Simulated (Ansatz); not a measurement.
## Cu2O

Level of theory: DFT, r²SCAN, scalar-relativistic, no spin polarisation; plane waves to 500 eV with PAW datasets (Ansatz 0.2.0), Γ-centred 8×8×8 mesh, 0.05 eV Gaussian smearing; PAW files: Ansatz's generated set soft_2.

```
Cu O
1.0
     4.24569    0.00000    0.00000
     0.00000    4.24569    0.00000
     0.00000    0.00000    4.24569
Cu O
4 2
Direct
  0.25000 0.25000 0.25000
  0.25000 0.75000 0.75000
  0.75000 0.75000 0.25000
  0.75000 0.25000 0.75000
  0.00000 0.00000 0.00000
  0.50000 0.50000 0.50000
```

The chain of runs began from a cell as deposited in COD, expanded in volume. Of that entry: the entry's cell lengths or inner coordinates differ somewhat from later room-temperature determinations.

The run above is the reference. The same cell was run again with other input settings; several of them aren't fit for production, so the rows show the settings' effect and aren't properties of the material.

```tsv
keys changed	outcome	ΔE (meV/atom)	P (GPa)	gap on the mesh (eV)	cell moment (μB)	largest force component (eV/Å)	SCF iterations	rough core-seconds	new warnings
none (reference)	converged	0.0	0.0	0.79	–	0.000	–	–	–
hamiltonian.hubbard: {"sites": [{"species": "Cu", "l": "d", "u_eff": 1.0}], "double_counting": "fll"}; hamiltonian.xc: "r2scan" → "rpbe"	converged	–	9.5	0.63	–	0.000	10	7	–
kpoints.mp_grid.shift: [0.5, 0.5, 0.5]; scf.algorithm: "density_mixing"; hamiltonian.hubbard: {"sites": [{"species": "Cu", "l": "d", "u_eff": 1.0}], "double_counting": "amf"}	converged	–	-0.1	0.95	–	0.000	9	6	–
crystal.symmetry: {"detect": false}; basis.ecutwfc: 500 → "300 eV"	converged	285.1	-0.8	0.78	–	0.000	10	40	cutoff below recommended
kpoints.mp_grid.grid: [8, 8, 8] → [3, 3, 3]	converged	5.5	0.3	0.80	–	0.000	9	2	–
hamiltonian.hubbard: {"sites": [{"species": "Cu", "l": "d", "u_eff": 6.0}], "double_counting": "fll"}; scf.convergence.dr2_threshold: 1e-06; scf.n_extra_bands: 1	converged	–	3.9	1.17	–	0.000	9	9	force scf threshold loose; stress scf threshold loose
hamiltonian.pseudopotentials: {"kind": "nc", "accuracy": "standard"}; accuracy: "high"	converged	–	-1.0	0.46	–	0.000	11	9	cutoff below recommended; pbe made norm conserving files
basis.xc_grid: 1; scf.algorithm: "direct_min"	converged	-0.1	0.0	0.79	–	0.000	8	30	–
crystal.symmetry: {"detect": false}; scf.lower_state_search: "off"; accuracy: "high"	converged	0.0	0.0	0.79	–	0.000	14	130	–
```

ΔE is the energy with the smearing extrapolated to zero. It is left out where the change alters the Hamiltonian or the spin treatment. The varied runs start from atomic densities (corrected by the program's trained start where that serves), with the default search for lower states unless a row changes it.

(1) What happens with these changes: hamiltonian.xc: "r2scan" → "pbesol"?

Answer:

(1) outcome converged, P (GPa) -2.1, gap on the mesh (eV) 0.52, largest force component (eV/Å) 0.000, SCF iterations 8, rough core-seconds 5.

Other pseudopotential files need their own cutoff; where it is too low, pressure and moments show the cutoff and not the files.

Of the reference: Kohn–Sham gaps of semilocal functionals lie under measured ones, often by a third or more.
